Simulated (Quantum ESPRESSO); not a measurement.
Runs of Quantum ESPRESSO 7.5 on MoP. It takes space group P-6m2 (No. 187, hexagonal). Conventional cell: a = 3.223 Å, b = 3.223 Å, c = 3.191 Å, α = 90.00°, β = 90.00°, γ = 120.00°. Mo (site symmetry -6m2) is surrounded by 6 P at 2.45 Å. P (site symmetry -6m2) is surrounded by 6 Mo at 2.45 Å. 

| U | gap on the mesh (eV) | pressure (GPa) |
| --- | --- | --- |
| Mo d U = 8.0 eV | none | -9.3 |
| Mo d U = 4.0 eV | none | (a) |
| Mo d U = 2.0 eV | none | -8.0 |
| Mo d U = 6.0 eV | none | -9.3 |
| Mo d U = 0.0001 eV | none | -7.3 |

Alike in all rows: task Hubbard U by linear response; level LDA+U; potentials or basis PseudoDojo 0.4.1 SR LDA standard; no spin polarisation; cell as given; k mesh 8 × 8 × 6; cutoff (eV) 1088; smearing cold 0.2 eV.

Question: Estimate the missing entries.

Answer: (a) -8.7.

Caveats: U without spin polarisation on a metal has little footing; the U is typed as a test and isn't derived for this compound.

A k mesh can miss the band edges, and the runs leave out spin-orbit coupling on Mo.

A gap of «none» marks a metal or a gap under the smearing width.
